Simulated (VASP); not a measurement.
## HfN: equation of state with PBEsol

Crystal: HfN.

```
Hf N
1.0
     3.13391    0.00000    0.00000
    -1.56695    2.71404    0.00000
     0.00000    0.00000    5.41677
Hf N
2 2
Direct
  0.33333 0.66667 0.25000
  0.66667 0.33333 0.75000
  0.00000 0.00000 0.50000
  0.00000 0.00000 0.00000
```

The cell comes from a database or a generator and needn't be the stable form of this composition.

* Program: VASP 6.6.1
* Task: equation of state
* Functional: PBEsol
* Potentials or basis: VASP PAW PBE potentials, release 64 (Hf_pv, N)
* Cutoff: 520 eV
* k mesh: 10 × 10 × 5
* Occupations: fermi-dirac, width 0.05 eV
* Spin: no spin polarisation

* Equilibrium volume: 11.34 Å³/atom
* Bulk modulus at fixed shape and positions: 285 GPa
* Pressure derivative of the bulk modulus: 4.3

Energy against volume, from the lowest point:
```
volume (Å³/atom)  energy (meV/atom)
          10.827              21.80
          11.057               6.15
          11.288               0.00
          11.518               2.38
          11.749              12.42
          11.979              29.35
          12.209              52.46
```

All runs of the series together: 3.4 min on 1 thread of Intel(R) Xeon(R) Platinum 8259CL CPU @ 2.50GHz (Skylake/Cascade Lake), on a shared host.

Caveat: the cell was scaled at fixed shape and fractional positions, which overstates the stiffness of a crystal with free parameters, most of all of layers and chains; the PAW data sets were made with another functional, which shifts forces and pressure a little. Spin-orbit coupling is left out, which matters for the levels of Hf.
